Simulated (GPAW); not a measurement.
Be:

```
CELL_PARAMETERS angstrom
-1.25312 1.25312 1.25312
1.25312 -1.25312 1.25312
1.25312 1.25312 -1.25312
ATOMIC_POSITIONS crystal
Be 0.00000 0.00000 0.00000
```

This isn't the form of Be at room conditions, which is hcp.

```yaml
Program: GPAW 26.7.0
Task: single point
Functional: PBE
Potentials_or_basis: GPAW PAW data sets (gpaw-data 1.2.1)
Cutoff: 800 eV
Basis: pw
k_mesh: 15 × 15 × 15
Occupations: fermi-dirac, width 0.05 eV
Spin: no spin polarisation
```

On this cell: pressure 0.8 GPa; band gap on the k mesh none (metal or under the smearing width).

The same run follows on a disturbed copy (cell strained at random at fixed volume):

```
Be
1.0
    -1.26090    1.21568    1.26380
     1.26073   -1.23085    1.27880
     1.26541    1.23536   -1.27896
Be
1
Direct
  0.00279 0.99550 0.99282
```

**Question.** What changes?

**Answer.** The energy (extrapolated to zero smearing) moves by +3.1 meV/atom; pressure 0.9 GPa; band gap on the k mesh none (metal or under the smearing width).

Stress tensor (GPa, compression positive):
```
-0.01 -0.71  0.00
-0.71  3.30  2.40
 0.00  2.40 -0.57
```
